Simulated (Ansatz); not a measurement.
A run of Ansatz 0.2.0 is set up as follows.

Contents of input.yaml:

```yaml
crystal:
  lattice:
    - [2.0915, 1.207528088, 9.7123333333]
    - [-2.0915, 1.207528088, 9.7123333333]
    - [0.0, -2.415056176, 9.7123333333]
  atoms:
    - { symbol: Bi, position: [0.60194, 0.60194, 0.60194] }
    - { symbol: Bi, position: [0.39806, 0.39806, 0.39806] }
    - { symbol: Te, position: [0.0, 0.0, 0.0] }
    - { symbol: Se, position: [0.7884, 0.7884, 0.7884] }
    - { symbol: Se, position: [0.2116, 0.2116, 0.2116] }
hamiltonian:
  xc: lda
  pseudopotentials: { kind: paw }
kpoints:
  mp_grid: { grid: [7, 7, 7] }
scf:
  occupations: { method: fermi_dirac, width: 0.05 }
  n_extra_bands: 12
output:
  forces: true
  stress: true
  eigenvalues: true
  dos: { projected: true, de: 0.05, nscf_kmesh: { grid: [11, 11, 11] } }
```

Potentials or basis: Ansatz PAW.

Launch:

```bash
$ ansatz run input.yaml --threads 2 --pin off --max-ram 5632MiB --backend cpu --events-out ev --progress --plain --runs-dir out
```

Task: Predict the largest force.

Result: 1.780 eV/Å.

Task: Estimate the pressure.

Result: 0.4 GPa.

Stress tensor (GPa, compression positive):
```
0.40 0.00 0.00
0.00 0.40 0.00
0.00 0.00 0.48
```

Caveat: odd divisions of the mesh miss points on the zone boundary, where band edges often lie, so the gap on the mesh can be too wide; spin-orbit coupling is left out, which as a rule narrows the gap of such compounds by several tenths of an eV; the PAW data sets come from PBE, with cores solved anew for the run's functional, which leaves a small shift of forces and pressure; forces of over 1 eV/Å show positions far from the minimum, so gaps and moduli don't describe the material at rest.
